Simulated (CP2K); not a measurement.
Crystal: Ca.

```xyz
1
Lattice="3.8143 0.0000 0.0000 -1.2854 3.5912 0.0000 -1.2644 -1.7956 3.1186" Properties=species:S:1:pos:R:3 pbc="T T T"
Ca    1.2644    1.7956    0.0000
```

This isn't the form of Ca at room conditions, which is fcc.

Base run:

```yaml
Program: CP2K 2026.2
Functional: PBE
Potentials_or_basis: GTH_POTENTIALS Ca GTH-PBE-q10; DZVP-MOLOPT-SR-GTH basis
Density_cutoff: 7483 eV
k_mesh: 9 × 9 × 9
Occupations: fermi-dirac, width 0.05 eV
Spin: no spin polarisation
```

Its results: band gap on the k mesh none (metal or under the smearing width); pressure 0.8 GPa.

**Question.** The run is repeated on the same cell with these changes: potentials or basis from GTH_POTENTIALS Ca GTH-PBE-q10; DZVP-MOLOPT-SR-GTH basis to GTH_POTENTIALS Ca GTH-PBE-q10; TZVP-MOLOPT-SR-GTH basis; basis sets from Ca DZVP-MOLOPT-SR-GTH-q10 to Ca TZVP-MOLOPT-SR-GTH-q10. What comes out?

**Answer.** Band gap on the k mesh none (metal or under the smearing width); pressure 0.0 GPa.

Caveats: the basis of atomic orbitals isn't converged, which shifts pressures, moduli and gaps.
